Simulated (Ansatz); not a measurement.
Free-standing chains of the atoms of Mg, named by their start (strip: triangular double chain, ladder: square double chain); atoms and period are relaxed, and energies count from relaxed bulk Mg (Fm-3m, not its usual structure, 23.12 Å³/atom, gap on the mesh 0.00 eV).

Method: Ansatz, DFT PBE, scalar-relativistic, plane waves, PAW.

Plane waves to 420 eV, a k mesh through Γ of 1×1×11 on the computed 4-atom cell and Gaussian smearing (0.05 eV); collinear spin from starting moments 0.5 0.5 0.5 0.5 μB.

Start (ladder chain):

```xyz
4
Lattice="12.0000 0.0000 0.0000 0.0000 9.3000 0.0000 0.0000 0.0000 5.7558" Properties=species:S:1:pos:R:3 pbc="T T T"
Mg    4.4891    4.6500    0.0000
Mg    4.4891    4.6500    2.8779
Mg    7.5109    4.6500    0.0000
Mg    7.5109    4.6500    2.8779
```

**Question.** Relax it.

**Answer.** The free energy falls by 6 meV/atom.

| Quantity | Value |
| --- | --- |
| excess energy (eV per host atom) | 1.068 |
| period (Å) | 5.915 |
| gap on the mesh (eV) | 0 |
| highest filled level or Fermi level under vacuum (eV) | 3.20 |
| size of the moment (μB per cell) | 0.91 |

Relaxed structure:
```xyz
4
Lattice="12.0000 0.0000 0.0000 0.0000 9.3000 0.0000 0.0000 0.0000 5.9154" Properties=species:S:1:pos:R:3 pbc="T T T"
Mg    4.4526    4.6500    0.0000
Mg    4.4526    4.6500    2.9577
Mg    7.5474    4.6500    0.0000
Mg    7.5474    4.6500    2.9577
```

Each run keeps its start's symmetry and one magnetic start, so lower states can exist.

It took 110 s on 2 threads of Intel(R) Xeon(R) Platinum 8259CL CPU @ 2.50GHz (Skylake/Cascade Lake), on a shared host, peak memory 0.9 GiB.